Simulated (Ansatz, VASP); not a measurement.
Two plane-wave programs on C

Contents of INCAR:

```
PREC     = Accurate       # precision mode
ENCUT    = 520            # plane-wave cutoff, eV
EDIFF    = 1E-6           # SCF threshold, eV
ISMEAR   = 0              # smearing method
SIGMA    = 0.05           # smearing width, eV
LREAL    = F              # projectors in reciprocal space
LASPH    = T              # aspherical terms in the spheres
NELM     = 100            # most SCF steps
ALGO     = Normal         # electronic algorithm
ISIF     = 2              # what is computed and relaxed
LWAVE    = F              # write WAVECAR
LCHARG   = T              # write CHGCAR
GGA      = PE             # functional
IVDW     = 12             # dispersion correction
LELF     = T              # ELF
LVHAR    = T            
NBANDS   = 11             # bands
```

KPOINTS

```
Automatic mesh
0
Gamma
  15 15 15
```

The input POSCAR:

```
C
1.0
    1.2222687308      0.7056771807      3.3334883167
   -1.2222687308      0.7056771807      3.3334883167
    0.0000000000     -1.4113543615      3.3334883167
C
2
Direct
    0.1665955851      0.1665955851      0.1665955851
    0.8334044149      0.8334044149      0.8334044149
```

Input for Ansatz:

```yaml
crystal:
  lattice:
    - [1.2222687308, 0.7056771807, 3.3334883167]
    - [-1.2222687308, 0.7056771807, 3.3334883167]
    - [0.0, -1.4113543615, 3.3334883167]
  atoms:
    - { symbol: C, position: [0.1665955851, 0.1665955851, 0.1665955851] }
    - { symbol: C, position: [0.8334044149, 0.8334044149, 0.8334044149] }
basis:
  ecutwfc: 520.0
kpoints:
  mp_grid: { grid: [15, 15, 15] }
hamiltonian:
  xc: pbe
  dispersion: d3bj
scf:
  occupations: { method: gaussian, width: 0.05 }
output:
  forces: true
  stress: true
  eigenvalues: true
```

Change from the starting cell: mode 4 frozen in at +0.000 Å, equal normal strain along x, y and z -0.0083.

Alike in both runs: task single point; functional PBE; dispersion D3(BJ); k mesh 15 × 15 × 15; occupations gaussian, width 0.05 eV; no spin polarisation.

|  | VASP | Ansatz |
| --- | --- | --- |
| version | VASP 6.6.1 | Ansatz 0.2.0 |
| potentials or method | VASP PAW PBE potentials, release 64 (C) | scalar-relativistic, plane waves, PAW |
| plane-wave cutoff (eV) | 520 | 520 |
| valence electrons in the cell | 8 | 8 |

```csv
,VASP,Ansatz,Ansatz less VASP
gap on the k mesh at the Fermi level (eV),0.67,0.67,0.000
least direct gap on the mesh (eV),0.67,0.67,0.000
pressure (GPa),8.2,7.8,-0.44
largest component of the traceless stress (GPa),8.04,7.49,-0.550
```

Caveats: an odd mesh through Γ misses points on the zone boundary, where band edges often lie.
